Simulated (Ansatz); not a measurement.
Structure: TlBr (Pm-3m) from a database of computed structures, at its r2SCAN+rVV10 minimum. It is cubic, Pm-3m (No. 221); conventional cell a = 3.945 Å, 30.70 Å³ an atom. Tl is surrounded by 8 Br at 3.42 Å; Br is surrounded by 8 Tl at 3.42 Å.

```yaml
crystal:
  lattice:
    - [3.94518, 0.00000, 0.00000]
    - [0.00000, 3.94518, 0.00000]
    - [0.00000, 0.00000, 3.94518]
  atoms:
    - { symbol: Tl, position: [0.00000, 0.00000, 0.00000] }
    - { symbol: Br, position: [0.50000, 0.50000, 0.50000] }
```

3 runs of the PAW code Ansatz on this cell differ in the functional (and in the settings that go with it). Levels are in eV from each run's valence top; v1 is the last filled band, c1 the first empty one.

Run A, mean stress -2.2 GPa (compression positive):

| point | v5 | v3 | v1 | c1 | c2 | c3 |
| --- | --- | --- | --- | --- | --- | --- |
| Γ | -9.89 | -1.40 | -1.40 | 6.81 | 6.81 | 7.18 |
| X | -9.89 | -0.85 | 0.00 | 1.60 | 5.62 | 5.62 |
| M | -9.83 | -3.14 | -0.77 | 4.77 | 4.77 | 7.32 |

Run B, mean stress +1.7 GPa (compression positive):

| point | v5 | v3 | v1 | c1 | c2 | c3 |
| --- | --- | --- | --- | --- | --- | --- |
| Γ | -11.46 | -1.80 | -1.80 | 8.40 | 8.40 | 9.08 |
| X | -11.45 | -1.23 | 0.00 | 3.09 | 7.33 | 7.33 |
| M | -11.39 | -3.64 | -1.13 | 6.45 | 6.45 | 9.23 |

Run C, mean stress +1.2 GPa (compression positive):

| point | v5 | v3 | v1 | c1 | c2 | c3 |
| --- | --- | --- | --- | --- | --- | --- |
| Γ | -10.91 | -1.62 | -1.62 | 7.98 | 7.98 | 8.46 |
| X | -10.90 | -1.08 | 0.00 | 2.69 | 6.79 | 6.79 |
| M | -10.85 | -3.37 | -0.99 | 5.86 | 5.86 | 8.60 |

Q: Match the runs to LDA, r2SCANh, PBE0.

A: A is LDA, B is PBE0, C is r2SCANh. In order of the gap: LDA 1.60, r2SCANh 2.69, PBE0 3.09 eV.

Calculated for a static, non-magnetic cell.

Spin-orbit coupling is left out; in compounds of Pb, Bi, Tl or Hg it can lower a gap by up to about 1 eV, split its edges or invert the bands.

The program warns that its thresholds are loose for a hybrid's stress.

The meshes of the hybrids are coarse, so their gaps aren't converged to the digits shown.
